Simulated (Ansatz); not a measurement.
# TiAl: the cost of one run

Program: Ansatz 0.2.0. Level of theory: DFT r2SCAN, scalar-relativistic, plane waves, PAW. These are calculated values, not measurements.

## 1. Starting point

Symmetry: P-6m2, No. 187, hexagonal system. The conventional cell has a = 2.867 Å, b = 2.867 Å, c = 4.678 Å, α = 90.00°, β = 90.00°, γ = 120.00°. Ti (site symmetry -6m2) is surrounded by 6 Al at 2.87 Å and 6 Ti at 2.87 Å. Al (site symmetry -6m2) has 6 Ti at 2.87 Å and 6 Al at 2.87 Å as nearest neighbours.

Coordinates:

```
Ti Al
1.0
     2.86726    0.00000    0.00000
    -1.43363    2.48312    0.00000
     0.00000    0.00000    4.67808
Ti Al
1 1
Direct
  0.00000 0.00000 0.00000
  0.33333 0.66667 0.50000
```

It goes back to an entry of the Materials Project, which need not be the stable form.

No relaxation comes first: the listed cell is the starting point.

## 2. Zero of energy

The reference gives a free energy of -3045.3400 eV, pressure -1.09 GPa, largest force 0.000 eV/Å and gap on the mesh none (metal). It was computed beforehand with the settings of the runs below.

## 3. Setting up energy and stress against strain

The cell is strained by ε times the Voigt pattern (1, 0, 0, 0, 0, 0) (xx, yy, zz, yz, xz, xy; engineering shear), with fractional coordinates fixed (clamped ions). The stress on the pattern is the sum of the stress components weighted by it, tension positive.

## 4. At ε = -0.0200

Input file input.yaml:

```yaml
crystal:
  lattice:
    - [2.809916988, 0.0, 0.0]
    - [-1.404958494, 2.4831219328, 0.0]
    - [0.0, 0.0, 4.678083]
  atoms:
    - { symbol: Ti, position: [0.0, 0.0, 0.0] }
    - { symbol: Al, position: [0.3333333333, 0.6666666667, 0.5] }
basis:
  ecutwfc: 500
kpoints:
  mp_grid: { grid: [18, 18, 10] }
hamiltonian:
  xc: r2scan
scf:
  occupations: { method: gaussian, width: 0.15 }
output:
  forces: true
  stress: true
  eigenvalues: true
```

Run with:

```
ansatz run input.yaml --threads 1 --pin off --max-ram 2560MiB --backend cpu --events-out ev --progress --plain --runs-dir out
```

Q: Estimate wall time and peak memory on 1 thread of Intel Xeon 6975P-C (Granite Rapids), shared host.

About 18 s, with a peak of 0.72 GiB.
